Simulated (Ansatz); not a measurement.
# ZrC (Fm-3m) in Ansatz: further runs

The runs below take ZrC through single point, with PBEsol.

Everything below comes from runs of Ansatz 0.2.0. Logs are shortened: lines on timing, memory, paths and dates and some standing lists are left out, and cuts for length are marked.

**1. The crystal as given**

The structure is cubic, space group Fm-3m (No. 225). Conventional cell: a = 4.730 Å, b = 4.730 Å, c = 4.730 Å, α = 90.00°, β = 90.00°, γ = 90.00°. Around Zr (site symmetry m-3m) lie 6 C at 2.37 Å. C (site symmetry m-3m) is surrounded by 6 Zr at 2.37 Å.

**2. Single point, PBEsol, 12.43 Å³/atom (volume scaled by 0.94)**

The input, input.yaml:

```yaml
crystal:
  lattice:
    - [0.0, 2.3167211471, 2.3167211471]
    - [2.3167211471, 0.0, 2.3167211471]
    - [2.3167211471, 2.3167211471, 0.0]
  atoms:
    - { symbol: Zr, position: [0.5, 0.5, 0.5] }
    - { symbol: C, position: [0.0, 0.0, 0.0] }
kpoints:
  mp_grid: { grid: [10, 10, 10] }
scf:
  occupations: { method: fermi_dirac, width: 0.05 }
hamiltonian:
  xc: pbesol
  pseudopotentials: { kind: all_electron, lapw: { basis_error: 0.0005 } }
output:
  forces: true
  stress: true
  eigenvalues: true
```

Potentials or basis: all-electron LAPW, scalar-relativistic.

Launch:

```console
ansatz run input.yaml --threads 1 --pin off --max-ram 3072MiB --backend cpu --events-out ev --progress --plain --runs-dir out
```

Standard output:

```text
Warning: RAYON_NUM_THREADS=1 ignored (pool sized by the plan → 1); use --threads N
LAPW: plane waves up to 8.651 Å⁻¹, error target 5.0e-4 eV per atom; small_component_spin mean_spin; C in spheres of 1.033 Å, 6 of its electrons in bands, Dirac shells []; Zr in spheres of 1.284 Å, 30 of its electrons in bands, Dirac shells [] (how accurate: hamiltonian.pseudopotentials.lapw.basis_error, Limitations)
Engine: ansatz 0.2.0, x86_64-unknown-linux-gnu
Pseudopotentials: kind: all_electron
Pseudopotential: Zr, LAPW, valence charge 30, lapw/all_electron/scalar/gaussian/Zr, Koelling and Harmon's equation, gaussian nucleus
Pseudopotential: C, LAPW, valence charge 6, lapw/all_electron/scalar/gaussian/C, Koelling and Harmon's equation, gaussian nucleus
Functional definition: PBEsol
  exchange = pbesol_x
  correlation = pbesol_c
Crystal: 2 atoms, lattice volume = 24.869 Å³
Basis set: ecut = 285.1100412059929 eV, 283 PW (Γ), exchange–correlation at level 2
Bands: 22, of which v1, the nominal top of the filled ones, is band 18 counted from 1 (17 counted from 0)
Symmetry: 48 space group operations
Space group: Fm-3m (ITA 225), of the structure as read, at distance tolerance 2.9e-5 Å
k-points: 47 of 1000
Non-local potential: Zr, projectors of the file, none
Non-local potential: C, projectors of the file, none
Initial density: superposition of atomic densities (chi_scale 0.1, normalization cell, long waves kept (reshape's long-wave potential 0.00 eV rms))
Initial wavefunctions: plane waves of lowest kinetic energy (no species holds an atomic orbital)
Functional: x = pbesol(κ = 0.804, μ = 0.12345679012345678), c = pbesol(β = 0.046)
iter 1 solved again at ethr=1.41e-2 eV; its pass at ethr=1.00e-1 eV (dr2=5.09e0 eV) is discarded
SCF iter   1: F=—  HF=-98908.143688 eV  |F-HF|=—  |Δ(HF+E_count)|=         —  Δρ=1.21e-1  dr2=5.08e0  ethr=1.41e-2  ⟨swp⟩=2.0  Hψ=6936  notcnv=0
preconditioner: auto → none  [insulator: Δε(μ)=0.345 eV  Ē_g=18.419 eV  σ=0.050 eV  W_gap=0.52  n_scr=14 (ndim 8)  ℏωp=27.9 eV  f_vac=0.000  D(μ)=0.13/eV (n_scr^D=0)  ε∞_Penn≈3.3]
SCF iter   2: F=—  HF=-98907.466597 eV  |F-HF|=—  |Δ(HF+E_count)|=   6.77e-1  Δρ=8.09e-2  dr2=2.14e0  ethr=1.41e-2  ⟨swp⟩=3.0  Hψ=3017  notcnv=0
iter 3 solved again at ethr=5.35e-5 eV; its pass at ethr=5.93e-3 eV (dr2=1.92e-2 eV) is discarded
SCF iter   3: F=—  HF=-98906.389732 eV  |F-HF|=—  |Δ(HF+E_count)|=    1.08e0  Δρ=1.01e-2  dr2=1.94e-2  ethr=5.35e-5  ⟨swp⟩=2.2  Hψ=5187  notcnv=0
SCF iter   4: F=—  HF=-98906.386614 eV  |F-HF|=—  |Δ(HF+E_count)|=         —  Δρ=3.11e-3  dr2=2.66e-3  ethr=5.35e-5  ⟨swp⟩=2.0  Hψ=3321  notcnv=0
the basis was enlarged: its passes take 257.0 KiB over the memory plan, 1 of 1 planned eigensolver slots
SCF iter   5: F=—  HF=-98906.383759 eV  |F-HF|=—  |Δ(HF+E_count)|=   2.85e-3  Δρ=1.35e-3  dr2=3.52e-4  ethr=7.39e-6  ⟨swp⟩=2.0  Hψ=3200  notcnv=0
SCF iter   6: F=—  HF=-98906.382950 eV  |F-HF|=—  |Δ(HF+E_count)|=   8.09e-4  Δρ=1.50e-4  dr2=5.45e-6  ethr=9.78e-7  ⟨swp⟩=2.9  Hψ=3292  notcnv=0
SCF iter   7: F=—  HF=-98906.382938 eV  |F-HF|=—  |Δ(HF+E_count)|=   1.20e-5  Δρ=2.71e-5  dr2=1.86e-7  ethr=1.52e-8  ⟨swp⟩=2.8  Hψ=3265  notcnv=0
SCF iter   8: F=-98906.382938 eV  HF=-98906.382938 eV  |F-HF|=1.31e-10  |Δ(HF+E_count)|=   2.48e-7  Δρ=7.64e-7  dr2=1.09e-10  ethr=5.16e-10  ⟨swp⟩=2.7  Hψ=3249  notcnv=0
SCF 1 converged in 8 iterations: F = -98906.382938 eV  dr2 = 1.09e-10
SCF converged after 8 iterations
Free energy (F): -98906.382938 eV
Harris-Foulkes:  -98906.382938 eV  (|F-HF|=1.31e-10)
Internal energy: -98906.380490 eV  (E = F + TS)
E sigma→0 (E₀):  -98906.381714 eV
Entropy (-TS):   -0.002447 eV (-1.224 meV/atom)
Fermi energy:    17.218508 eV
--- Per-component energies (eV) ---
  E_band       = -4523.652140
  E_kinetic    = 102116.817237
  E_xc         = -3199.070463
  E_electrostatic = -197824.127264  (all electrons and nuclei)
  E_smearing   = -0.002447  (= −TS)
  E_closure    = 0.000000  (closes the sum)
  E_atoms      = -98887.051451  (free atoms, spherical and without spin; not in F)
  Σ components = -98906.382938   (vs F -98906.382938, Δ=0.00e0)
  Basis errors (estimates in eV, not in F): energy 1.6e-4 per atom: plane waves 1.5e-4 (8.6e-5 summed), levels above the bands 1.5e-28, relativity 1.5e-8, radial functions 9.4e-6, core shells 4.4e-13; eigenvalues (radial functions only) 1.0e-6; not estimated: angular momenta, meshes, grids; target (lapw.basis_error) 5.0e-4; muffin-tin radii C 1.033 Å, Zr 1.284 Å
--- Forces (eV/Å), atoms counted from 1 ---
  atom   1  Zr     0.00000000    -0.00000000     0.00000000
  atom   2  C     -0.00000000     0.00000000     0.00000000
  max |Σ_I F_I| component: 5.92e-30 eV/Å
--- Stress (GPa, compression-positive) ---
        5.713564      -0.000000       0.000000
       -0.000000       5.713564       0.000000
        0.000000       0.000000       5.713564
  P = ⅓ Tr σ = 5.7136 GPa (57.136 kbar)
--- Band table (eV; the first three rows and the last of 47) ---
  k-point 0: bands = ["-379.8585", "-292.9874", "-292.9874", "-292.9874", "-245.9885", "-150.4235", "-150.4235", "-150.4235", "-150.4104", "-150.4104", "-30.6026", "-8.3131", "-8.3131", "-8.3131", "5.7710", "18.1666", "18.1666", "18.1666", "18.2741", "18.2741", "18.2741", "20.1324"]
  k-point 1: bands = ["-379.8585", "-292.9874", "-292.9874", "-292.9874", "-245.9885", "-150.4235", "-150.4235", "-150.4235", "-150.4104", "-150.4104", "-30.5907", "-8.4185", "-8.3219", "-8.3219", "6.0165", "16.8001", "17.1036", "17.1036", "18.6727", "18.6727", "19.1447", "21.2951"]
  k-point 2: bands = ["-379.8585", "-292.9874", "-292.9874", "-292.9874", "-245.9885", "-150.4235", "-150.4235", "-150.4235", "-150.4104", "-150.4104", "-30.5595", "-8.6848", "-8.3451", "-8.3451", "6.6875", "15.1727", "15.8615", "15.8615", "19.3647", "19.3647", "19.7422", "23.2717"]
  k-point 46: bands = ["-379.8585", "-292.9874", "-292.9874", "-292.9874", "-245.9885", "-150.4235", "-150.4235", "-150.4235", "-150.4104", "-150.4104", "-30.4350", "-9.0021", "-8.8377", "-8.6751", "7.6097", "14.6822", "14.8220", "14.9004", "19.6902", "21.4860", "23.2076", "24.2252"]
```

It took 6 s on 1 thread of Intel Xeon Platinum 8488C (Sapphire Rapids), shared host; peak memory 0.32 GiB.

What came out:

```yaml
Free_energy: -98906.3829 eV
Pressure: 5.7 GPa
Band_gap_on_the_k_mesh: none (metal or under the smearing width)
```

**3. Single point, PBEsol, 12.70 Å³/atom (volume scaled by 0.96)**

input.yaml: that of step 2 with these lines changed.

```diff
@@ -2,5 +2,5 @@
   lattice:
-    - [0.0, 2.3167211471, 2.3167211471]
-    - [2.3167211471, 0.0, 2.3167211471]
-    - [2.3167211471, 2.3167211471, 0.0]
+    - [0.0, 2.3330366223, 2.3330366223]
+    - [2.3330366223, 0.0, 2.3330366223]
+    - [2.3330366223, 2.3330366223, 0.0]
   atoms:
```

Potentials or basis: all-electron LAPW, scalar-relativistic.

Launch:

```console
ansatz run input.yaml --threads 1 --pin off --max-ram 3072MiB --backend cpu --events-out ev --progress --plain --runs-dir out
```

Wall time 6.2 s (1 thread of Intel Xeon Platinum 8488C (Sapphire Rapids), shared host); peak memory 0.35 GiB.

Results (log left out):

| Quantity | Value |
| --- | --- |
| Free energy | -98906.3930 eV |
| Pressure | 0.5 GPa |
| Band gap on the k mesh | none (metal or under the smearing width) |

**4. Single point, PBEsol, 12.96 Å³/atom (volume scaled by 0.98)**

input.yaml: that of step 3 with these lines changed.

```diff
@@ -2,5 +2,5 @@
   lattice:
-    - [0.0, 2.3330366223, 2.3330366223]
-    - [2.3330366223, 0.0, 2.3330366223]
-    - [2.3330366223, 2.3330366223, 0.0]
+    - [0.0, 2.3491270385, 2.3491270385]
+    - [2.3491270385, 0.0, 2.3491270385]
+    - [2.3491270385, 2.3491270385, 0.0]
   atoms:
```

Launch:

```console
ansatz run input.yaml --threads 1 --pin off --max-ram 3072MiB --backend cpu --events-out ev --progress --plain --runs-dir out
```

Run time: 5.8 s. Hardware: 1 thread of Intel Xeon Platinum 8488C (Sapphire Rapids), shared host; peak memory 0.35 GiB.

Results (log left out):

```yaml
Free_energy: -98906.3868 eV
Pressure: -4.2 GPa
Band_gap_on_the_k_mesh: none (metal or under the smearing width)
```

**5. Single point, PBEsol, 13.23 Å³/atom**

input.yaml: that of step 4 with these lines changed.

```diff
@@ -2,5 +2,5 @@
   lattice:
-    - [0.0, 2.3491270385, 2.3491270385]
-    - [2.3491270385, 0.0, 2.3491270385]
-    - [2.3491270385, 2.3491270385, 0.0]
+    - [0.0, 2.365, 2.365]
+    - [2.365, 0.0, 2.365]
+    - [2.365, 2.365, 0.0]
   atoms:
```

Launch:

```console
ansatz run input.yaml --threads 1 --pin off --max-ram 3072MiB --backend cpu --events-out ev --progress --plain --runs-dir out
```

It took 6.1 s on 1 thread of Intel Xeon Platinum 8488C (Sapphire Rapids), shared host; peak memory 0.34 GiB.

Results (log left out):

```yaml
Free_energy: -98906.3657 eV
Pressure: -8.4 GPa
Band_gap_on_the_k_mesh: none (metal or under the smearing width)
```

**6. Single point, PBEsol, 13.49 Å³/atom (volume scaled by 1.02)**

input.yaml: that of step 5 with these lines changed.

```diff
@@ -2,5 +2,5 @@
   lattice:
-    - [0.0, 2.365, 2.365]
-    - [2.365, 0.0, 2.365]
-    - [2.365, 2.365, 0.0]
+    - [0.0, 2.3806627081, 2.3806627081]
+    - [2.3806627081, 0.0, 2.3806627081]
+    - [2.3806627081, 2.3806627081, 0.0]
   atoms:
```

Potentials or basis: all-electron LAPW, scalar-relativistic.

Launch:

```console
ansatz run input.yaml --threads 1 --pin off --max-ram 3072MiB --backend cpu --events-out ev --progress --plain --runs-dir out
```

It took 5.8 s on 1 thread of Intel Xeon Platinum 8488C (Sapphire Rapids), shared host; peak memory 0.34 GiB.

It converged, with:

```yaml
Free_energy: -98906.3315 eV
Pressure: -12.3 GPa
Band_gap_on_the_k_mesh: none (metal or under the smearing width)
```

**7. Single point, PBEsol, 13.76 Å³/atom (volume scaled by 1.04)**

input.yaml: that of step 6 with these lines changed.

```diff
@@ -2,5 +2,5 @@
   lattice:
-    - [0.0, 2.3806627081, 2.3806627081]
-    - [2.3806627081, 0.0, 2.3806627081]
-    - [2.3806627081, 2.3806627081, 0.0]
+    - [0.0, 2.39612199, 2.39612199]
+    - [2.39612199, 0.0, 2.39612199]
+    - [2.39612199, 2.39612199, 0.0]
   atoms:
```

Launch:

```console
ansatz run input.yaml --threads 1 --pin off --max-ram 3072MiB --backend cpu --events-out ev --progress --plain --runs-dir out
```

Wall time 5.4 s (1 thread of Intel Xeon Platinum 8488C (Sapphire Rapids), shared host); peak memory 0.34 GiB.

It converged, with:

| Item | Value |
| --- | --- |
| Free energy | -98906.2852 eV |
| Pressure | -15.7 GPa |
| Band gap on the k mesh | none (metal or under the smearing width) |

**8. Single point, PBEsol, 14.02 Å³/atom (volume scaled by 1.06)**

input.yaml: that of step 7 with these lines changed.

```diff
@@ -2,5 +2,5 @@
   lattice:
-    - [0.0, 2.39612199, 2.39612199]
-    - [2.39612199, 0.0, 2.39612199]
-    - [2.39612199, 2.39612199, 0.0]
+    - [0.0, 2.411384325, 2.411384325]
+    - [2.411384325, 0.0, 2.411384325]
+    - [2.411384325, 2.411384325, 0.0]
   atoms:
```

Launch:

```console
ansatz run input.yaml --threads 1 --pin off --max-ram 3072MiB --backend cpu --events-out ev --progress --plain --runs-dir out
```

It took 6.3 s on 1 thread of Intel Xeon Platinum 8488C (Sapphire Rapids), shared host; peak memory 0.35 GiB.

Results (log left out):

| Quantity | Value |
| --- | --- |
| Free energy | -98906.2282 eV |
| Pressure | -18.8 GPa |
| Band gap on the k mesh | none (metal or under the smearing width) |
